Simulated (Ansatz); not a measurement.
How Ni answers to pressure

```cif
data_structure
_symmetry_space_group_name_H-M 'P 1'
_symmetry_Int_Tables_number 1
_cell_length_a 2.4852
_cell_length_b 2.4852
_cell_length_c 4.0852
_cell_angle_alpha 90.000
_cell_angle_beta 90.000
_cell_angle_gamma 120.000
_cell_volume 21.85
loop_
_atom_site_label
_atom_site_type_symbol
_atom_site_fract_x
_atom_site_fract_y
_atom_site_fract_z
_atom_site_occupancy
Ni1 Ni 0.33333 0.66667 0.25000 1
Ni2 Ni 0.66667 0.33333 0.75000 1
```

The runs use the primitive cell with vectors (2.485, 0.000, 0.000), (-1.243, 2.152, 0.000), (0.000, 0.000, 4.085) Å, to which the k mesh refers.

The conventional cell has a = 2.485 Å, b = 2.485 Å, c = 4.085 Å, α = 90.00°, β = 90.00°, γ = 120.00°. Around Ni (atom 1) lie 12 Ni at 2.49 to 2.50 Å.

The structure comes from a relaxation in the same program, started in the hcp type, and has space group P6_3/mmc. Whether it is a known phase or the ground state wasn't checked.

Other magnetic orders may lie lower; this is the state that the run reached.

The calculation used DFT, PBE, all-electron LAPW, scalar-relativistic (Ansatz 0.2.0).

Numerical set-up: a Γ-centred 15×15×8 k mesh, Fermi–Dirac smearing of 0.05 eV, basis error target 1 meV/atom, spin-polarised from start moments Ni1 1.5, Ni2 1.5 μB.

The cell is scaled evenly with fractional coordinates held.

```json
{"V/V(cell)": "0.9750", "P (GPa)": "5.32", "cell moment (μB)": "1.301"}
{"V/V(cell)": "1.0000", "P (GPa)": "-0.01", "cell moment (μB)": "1.307"}
{"V/V(cell)": "1.0250", "P (GPa)": "-4.61", "cell moment (μB)": "1.312"}
{"V/V(cell)": "1.0500", "P (GPa)": "-8.58", "cell moment (μB)": "1.316"}
```

From the rows at 0.9750 and 1.0250, what is the bulk modulus at the cell's volume?

B = −ΔP/Δln V = −[(-4.61) − (5.32)]/0.05001 = 198.6 GPa.

In a magnetic metal the moment, and with it the modulus, depend on the k mesh by some per cent, and the slopes vary along the table.

How does the moment scale with volume?

dln M/dln V = ln(1.312/1.301)/0.05001 = 0.16: expansion raises it.

Predict the row at V/V(cell) = 0.9500. How far is a linear estimate of P off?

P = 11.49 GPa, moment 1.294 μB. The linear estimate P(cell) − B ln(V/V(cell)) = 10.18 GPa misses by 1.31 GPa, since the modulus grows under compression.
